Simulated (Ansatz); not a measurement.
Two isomers of C2H4O2: A = `COC=O`, B = `CC(=O)O`.

Computed with Ansatz on PBE0-D4/def2-TZVP structures; ΔE is electronic, products minus reactants. CBS: MP2 limit from def2 TZ/QZ plus the TZ coupled-cluster correction, frozen cores. Functionals use def2-TZVPP. B3LYP here is the variant with VWN-RPA as its local correlation; programs differ in this. Each species was taken in one conformer, which may not be the lowest.

A:

```xyz
8

C     0.8526   -0.5717   -0.0184
O     0.1572    0.5517   -0.5589
C    -1.0467    0.7766   -0.0406
O    -1.5713    0.1280    0.8164
H     0.2839   -1.4877   -0.1832
H     1.8037   -0.6128   -0.5434
H     1.0113   -0.4426    1.0529
H    -1.4907    1.6585   -0.5248
```

B:

```xyz
8

C    -0.2680    0.5265    0.7571
C     0.3782   -0.3624   -0.2568
O     1.4110   -0.9572   -0.1169
O    -0.3462   -0.4305   -1.3898
H    -0.3853    1.5310    0.3461
H    -1.2667    0.1536    0.9920
H     0.3414    0.5581    1.6561
H     0.1355   -1.0191   -1.9879
```

Q: Which isomer does CCSD(T)/CBS put lower? Give the gap. (Estimate.)

A: The calculation gave: B, by 17.1 kcal/mol.

Q: Give E(B) − E(A) in kcal/mol with CCSD(T)/def2-TZVPP, PBE-D4, B3LYP, r2SCAN-D4, CCSD(T)/def2-SVP, BLYP-D4, ωB97M-V. (Estimate.)

A: Computed: CCSD(T)/def2-TZVPP -16.5, PBE-D4 -16.8, B3LYP -16.0, r2SCAN-D4 -17.3, CCSD(T)/def2-SVP -15.9, BLYP-D4 -15.1, ωB97M-V -17.4. None reverses the order clearly.

Q: Does the order hold for the free energy at 298.15 K (harmonic terms from PBE0-D4)? (Estimate.)

A: The calculation gave: Yes: G(B) − G(A) = -17.5 kcal/mol, for one conformer each.

Largest T1 diagnostic: 0.015.

From PBE to PBE0 (25 % exact exchange), in def2-TZVPP and without D4, E(B) − E(A) moves by −0.9 kcal/mol. At CCSD(T), def2-SVP lies +1.2 kcal/mol from the extrapolated value and def2-TZVPP +0.6 kcal/mol.
